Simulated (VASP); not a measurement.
# Te2Mo in VASP: single point with HSE06

Aim: the single point of Te2Mo with HSE06.

Everything below comes from runs of VASP 6.6.1. Logs are shortened: lines on timing, memory, paths and dates and some standing lists are left out, and cuts for length are marked.

## 1. The structure

The cell holds a sheet with vacuum, 3 atoms: a = 3.520 Å, b = 3.520 Å, c = 21.620 Å, α = 90.00°, β = 90.00°, γ = 120.00°.

The cell was built by a generator and needn't be a form met in nature.

## 2. Single point, HSE06

Contents of POSCAR:

```
Te2Mo
1.0
    3.5200000000      0.0000000000      0.0000000000
   -1.7600000000      3.0484090000      0.0000000000
    0.0000000000      0.0000000000     21.6200000000
Te Mo
2 1
Direct
    0.6666670000      0.3333330000      0.4161960000
    0.6666670000      0.3333330000      0.5838040000
    0.3333330000      0.6666670000      0.5000000000
```

Contents of INCAR.step1:

```
SYSTEM = Te2Mo
  PREC = Accurate
  ENCUT = 520
  EDIFF = 1E-5
  ISMEAR = -1
  SIGMA = 0.05
  LREAL = .False.
  LASPH = .True.
  NELM = 100
  ALGO = Normal
  ISIF = 2
  LWAVE = .True.
  LCHARG = .False.
  NBANDS = 20
  GGA = PE
```

Contents of INCAR.step2:

```
SYSTEM = Te2Mo
  PREC = Accurate
  ENCUT = 520
  EDIFF = 1E-7
  ISMEAR = -1
  SIGMA = 0.05
  LREAL = .False.
  LASPH = .True.
  NELM = 100
  ALGO = Normal
  ISIF = 2
  LWAVE = .False.
  LCHARG = .False.
  GGA = PE
  LHFCALC = .True.
  HFSCREEN = 0.2
  PRECFOCK = Normal
  NBANDS = 20
  ISTART = 1
```

Contents of KPOINTS:

```
Automatic mesh
0
Gamma
  6 6 1
  0 0 0
```

Potentials or basis: VASP PAW PBE potentials, release 64 (Te, Mo_sv).

Launch:

```sh
> cat potpaw_PBE.64/Te/POTCAR potpaw_PBE.64/Mo_sv/POTCAR > POTCAR
> cp INCAR.step1 INCAR
> mpirun -np 1 vasp_std > vasp.out
> cp INCAR.step2 INCAR
> mpirun -np 1 vasp_std > vasp.out
```

OUTCAR:

```text
SYSTEM = Te2Mo
   PREC = Accurate
   ENCUT = 520
   EDIFF = 1E-7
   ISMEAR = -1
   LREAL = .False.
   LASPH = .True.
   NELM = 100
   ISIF = 2
   GGA = PE
   LHFCALC = .True.
   HFSCREEN = 0.2
   PRECFOCK = Normal
   ISTART = 1

 ion  position               nearest neighbor table
   1  0.667  0.333  0.416-   3 2.72   3 2.72   3 2.72   2 3.62
   2  0.667  0.333  0.584-   3 2.72   3 2.72   3 2.72   1 3.62
   3  0.333  0.667  0.500-   1 2.72   2 2.72   1 2.72   2 2.72   1 2.72   2 2.72

  LATTYP: Found a hexagonal cell.
 ALAT       =     3.5200000000
 C/A-ratio  =     6.1420454545

  Lattice vectors:

 A1 = (   3.5200000000,   0.0000000000,   0.0000000000)
 A2 = (  -1.7600000000,   3.0484090000,   0.0000000000)
 A3 = (   0.0000000000,   0.0000000000,  21.6200000000)

Analysis of symmetry for initial positions (statically):
=====================================================================
 Subroutine PRICEL returns:
 Original cell was already a primitive cell.

 Routine SETGRP: Setting up the symmetry group for a
 hexagonal supercell.

 Subroutine GETGRP returns: Found 12 space group operations
 (whereof 12 operations were pure point group operations)
 out of a pool of 24 trial point group operations.

The static configuration has the point symmetry D_3h.

Analysis of symmetry for dynamics (positions and initial velocities):
=====================================================================
 Subroutine PRICEL returns:
 Original cell was already a primitive cell.

 Routine SETGRP: Setting up the symmetry group for a
 hexagonal supercell.

 Subroutine GETGRP returns: Found 12 space group operations
 (whereof 12 operations were pure point group operations)
 out of a pool of 24 trial point group operations.

The dynamic configuration has the point symmetry D_3h.

 Subroutine INISYM returns: Found 12 space group operations
 (whereof 12 operations are pure point group operations),
 and found     1 'primitive' translations

----------------------------------------------------------------------------------------

                                     Primitive cell

  volume of cell :     231.9912

  direct lattice vectors                    reciprocal lattice vectors
     3.520000000  0.000000000  0.000000000     0.284090909  0.164019986  0.000000000
    -1.760000000  3.048409000  0.000000000     0.000000000  0.328039971  0.000000000
     0.000000000  0.000000000 21.620000000     0.000000000  0.000000000  0.046253469

  length of vectors
     3.520000000  3.519999635 21.620000000     0.328039937  0.328039971  0.046253469

  position of ions in fractional coordinates (direct lattice)
     0.666667000  0.333333000  0.416196000
     0.666667000  0.333333000  0.583804000
     0.333333000  0.666667000  0.500000000

  ion indices of the primitive-cell ions
   primitive index   ion index
                 1           1
                 2           2
                 3           3

----------------------------------------------------------------------------------------

 KPOINTS: Automatic mesh

Automatic generation of k-mesh.
 Grid dimensions read from file:
 generate k-points for:    6    6    1

 Generating k-lattice:

  Cartesian coordinates                     Fractional coordinates (reciprocal lattice)
     0.047348485  0.027336664  0.000000000     0.166666667  0.000000000  0.000000000
     0.000000000  0.054673329  0.000000000     0.000000000  0.166666667  0.000000000
     0.000000000  0.000000000  0.046253469     0.000000000  0.000000000  1.000000000

  Length of vectors
     0.054673323  0.054673329  0.046253469

  Shift w.r.t. Gamma in fractional coordinates (k-lattice)
     0.000000000  0.000000000  0.000000000

 Subroutine IBZKPT returns following result:
 ===========================================

 Found      7 irreducible k-points:

 Following reciprocal coordinates:
            Coordinates               Weight
  0.000000  0.000000  0.000000      1.000000
  0.166667 -0.000000  0.000000      6.000000
  0.333333  0.000000  0.000000      6.000000
  0.500000  0.000000  0.000000      3.000000
  0.166667  0.166667  0.000000      6.000000
  0.333333  0.166667  0.000000     12.000000
  0.333333  0.333333  0.000000      2.000000
   k-points           NKPTS =      7   k-points in BZ     NKDIM =     36   number of bands    NBANDS=     20
   number of dos      NEDOS =    301   number of ions     NIONS =      3
   total plane-waves  NPLWV = 127008
   dimension x,y,z NGX =    28 NGY =   28 NGZ =  162
   dimension x,y,z NGXF=    56 NGYF=   56 NGZF=  324
   ions per type =               2   1
   NGX,Y,Z   is equivalent  to a cutoff of  13.22, 13.22, 12.46 a.u.
   NGXF,Y,Z  is equivalent  to a cutoff of  26.45, 26.45, 24.91 a.u.
 SYSTEM =  Te2Mo
   PREC   = accura    normal or accurate (medium, high low for compatibility)
   ISTART =      1    job   : 0-new  1-cont  2-samecut
   ICHARG =      0    charge: 1-file 2-atom 10-const
   ISPIN  =      1    spin polarized calculation?
   LNONCOLLINEAR =      F non collinear calculations
   LSORBIT =      F    spin-orbit coupling
   LASPH  =      T    aspherical Exc in radial PAW
   ENCUT  =  520.0 eV  38.22 Ry    6.18 a.u.   6.54  6.54 40.20*2*pi/ulx,y,z
   NELM   =    100;   NELMIN=  2; NELMDL=  0     # of ELM steps
   EDIFF  = 0.1E-06   stopping-criterion for ELM
   LREAL  =      F    real-space projection
   EDIFFG = 0.1E-05   stopping-criterion for IOM
   NSW    =      0    number of steps for IOM
   IBRION =     -1    ionic relax: 0-MD 1-quasi-New 2-CG
   NFREE  =      0    steps in history (QN), initial steepest desc. (CG)
   ISIF   =      2    stress and relaxation
   ISYM   =      3    0-nonsym 1-usesym 2-fastsym
   POTIM  = 0.5000    time-step for ionic-motion
   TEBEG  =    0.0;   TEEND  =   0.0 temperature during run
   PSTRESS=    0.0 pullay stress
   NELECT =      26.0000    total number of electrons
   NUPDOWN=      -1.0000    fix difference up-down
   EMIN   =  10.00;   EMAX   =-10.00  energy-range for DOS
   EFERMI =   0.00;   METHOD = LEGACY
   ISMEAR =    -1;   SIGMA  =   0.05  broadening in eV -4-tet -1-fermi 0-gaus
   EFERMI_NEDOS =   21; number of points for ismear=-14 and -15
   IALGO  =     38    algorithm
   IMIX   =      1    mixing-type and parameters
     AMIX     =   0.40;   BMIX     =  1.00
     AMIX_MAG =   1.60;   BMIX_MAG =  1.00
  volume/ion in A,a.u.               =      77.33       521.85
  Fermi-wavevector in a.u.,A,eV,Ry     =   0.789300  1.491561  8.476354  0.622994
  Thomas-Fermi vector in A             =   1.894414
   LORBIT       =      0    0 simple, 1 ext, 2 COOP (PROOUT), +10 PAW based schemes
   GGA     = PE    functional components
   LHFCALC =     T    Hartree Fock is set to
   PRECFOCK=normal    Normal, Fast or Accurate (Low or Medium for compatibility)
   ENCUT4O =  -1.0   cutoff for four orbital integrals eV
   NKREDX  =     1    reduce k-point grid by
   NKREDY  =     1    reduce k-point grid by
   NKREDZ  =     1    reduce k-point grid by
   AEXX    =    0.2500 exact exchange contribution
   HFSCREEN=    0.2000 screening length (either q_TF or 0.3 A-1)
   HFSCREENC=   0.2000 screening length for correlation (either q_TF or 0.3 A-1)
   ENCUTFOCK=  -1.0 apply spherical cutoff to Coloumb kernel
   IVDW    =     0    specifies the selected vdW correction
   LEPSILON=     F    determine dielectric tensor
   LRPA    =     F    only Hartree local field effects (RPA)
 non-spin polarized calculation
  energy-cutoff  :      520.00
  volume of cell :      231.99
 maximum number of plane-waves:      6333
 NGX is ok and might be reduce to    28
  NGX = 20; NGY = 20; NGZ =126

 number of electron      26.0000003 magnetization

 Free energy of the ion-electron system (eV)
  ---------------------------------------------------
  ext. energy  EPLUGINS =         0.00000000
  ---------------------------------------------------
  free energy    TOTEN  =       -21.87853034 eV

  energy without entropy =      -21.87853032  energy(sigma->0) =      -21.87853033

 E-fermi :  -0.2293     XC(G=0):  -3.3142

 val. band max:       -1.0267213151   @ k =   0.3333   0.3333   0.0000
 cond. band min:       0.5751751156   @ k =   0.3333   0.3333   0.0000
 fundamental gap:      1.6018964307
 Fermi energy:        -0.2293482092

 k-point     1 :       0.0000    0.0000    0.0000
  band No.  band energies     occupation
      1     -65.7678      2.00000
      2     -38.5202      2.00000
      3     -38.3620      2.00000
      4     -38.3620      2.00000
      5     -14.9942      2.00000
      6     -13.9351      2.00000
[... 12 lines left out ...]
     19       3.8246      0.00000
     20       4.4242      0.00000

 k-point     2 :       0.1667   -0.0000    0.0000
  band No.  band energies     occupation
      1     -65.7645      2.00000
      2     -38.5118      2.00000
      3     -38.4062      2.00000
      4     -38.3728      2.00000
      5     -14.5717      2.00000
      6     -13.6441      2.00000
[... 12 lines left out ...]
     19       4.2976      0.00000
     20       4.8936      0.00000

 k-point     3 :       0.3333    0.0000    0.0000
  band No.  band energies     occupation
      1     -65.7579      2.00000
      2     -38.4943      2.00000
      3     -38.4937      2.00000
      4     -38.3944      2.00000
      5     -13.4964      2.00000
      6     -12.9165      2.00000
[... 12 lines left out ...]
     19       5.4848      0.00000
     20       5.5314      0.00000

 k-point     4 :       0.5000    0.0000    0.0000
  band No.  band energies     occupation
      1     -65.7546      2.00000
      2     -38.5370      2.00000
      3     -38.4854      2.00000
      4     -38.4053      2.00000
      5     -12.7220      2.00000
      6     -12.4247      2.00000
[... 12 lines left out ...]
     19       5.5526      0.00000
     20       6.2260      0.00000

 k-point     5 :       0.1667    0.1667    0.0000
  band No.  band energies     occupation
      1     -65.7595      2.00000
      2     -38.4988      2.00000
      3     -38.4638      2.00000
      4     -38.3970      2.00000
      5     -13.8130      2.00000
      6     -13.1250      2.00000
[... 12 lines left out ...]
     19       5.1966      0.00000
     20       5.7501      0.00000

 k-point     6 :       0.3333    0.1667    0.0000
  band No.  band energies     occupation
      1     -65.7546      2.00000
      2     -38.5148      2.00000
      3     -38.4856      2.00000
      4     -38.4272      2.00000
      5     -12.7785      2.00000
      6     -12.4393      2.00000
[... 12 lines left out ...]
     19       6.3712      0.00000
     20       6.3738      0.00000

 k-point     7 :       0.3333    0.3333    0.0000
  band No.  band energies     occupation
      1     -65.7530      2.00000
      2     -38.4876      2.00000
      3     -38.4813      2.00000
      4     -38.4809      2.00000
      5     -12.3714      2.00000
      6     -12.1595      2.00000
[... 12 lines left out ...]
     19       4.8186      0.00000
     20       6.9596      0.00000

------------------------ aborting loop because EDIFF is reached ----------------------------------------

  FORCE on cell =-STRESS in cart. coord.  units (eV):
  Direction    XX          YY          ZZ          XY          YZ          ZX
  --------------------------------------------------------------------------------------
  -------------------------------------------------------------------------------------
  Total       -0.8326950     -0.8326947     -1.5563571      0.0000000      0.0000000      0.0000000
  in kB       -5.7507559     -5.7507543    -10.7485096      0.0000000      0.0000000      0.0000000
  external PRESSURE =      -7.4166733 kB  Pullay stress =       0.0000000 kB

 VOLUME and BASIS-vectors are now :
 -----------------------------------------------------------------------------
  energy-cutoff  :      520.00
  volume of cell :      231.99
      direct lattice vectors                 reciprocal lattice vectors
     3.520000000  0.000000000  0.000000000     0.284090909  0.164019986  0.000000000
    -1.760000000  3.048409000  0.000000000     0.000000000  0.328039971  0.000000000
     0.000000000  0.000000000 21.620000000     0.000000000  0.000000000  0.046253469

 POSITION                                       TOTAL-FORCE (eV/Angst)
 -----------------------------------------------------------------------------------
      1.76000      1.01614      8.99816        -0.000000     -0.000000      0.428710
      1.76000      1.01614     12.62184         0.000000      0.000000     -0.428710
     -0.00000      2.03227     10.81000         0.000000     -0.000000      0.000000
 -----------------------------------------------------------------------------------
    total drift:                                0.002446     -0.001295     -0.000000

  FREE ENERGIE OF THE ION-ELECTRON SYSTEM (eV)
  ---------------------------------------------------
  free  energy   TOTEN  =       -21.8785303395 eV

  energy  without entropy=      -21.8785303166  energy(sigma->0) =      -21.87853033
```

It took 28 min on 1 thread of Intel Xeon Platinum 8259CL at 2.50GHz (Skylake/Cascade Lake), shared host; peak memory 0.48 GiB.

What came out:

```yaml
Free_energy: -21.8785 eV
Largest_force: 0.429 eV/Å
Band_gap_on_the_k_mesh: 1.60 eV, direct
```

Forces in eV/Å, atoms in the order of the input:
```
Te   0.000  0.000  0.429
Te   0.000  0.000 -0.429
Mo   0.000  0.000  0.000
```

Caveat: the PAW data sets were made with another functional, which shifts forces and pressure a little; spin-orbit coupling is left out, which moves the levels of the heavy elements.
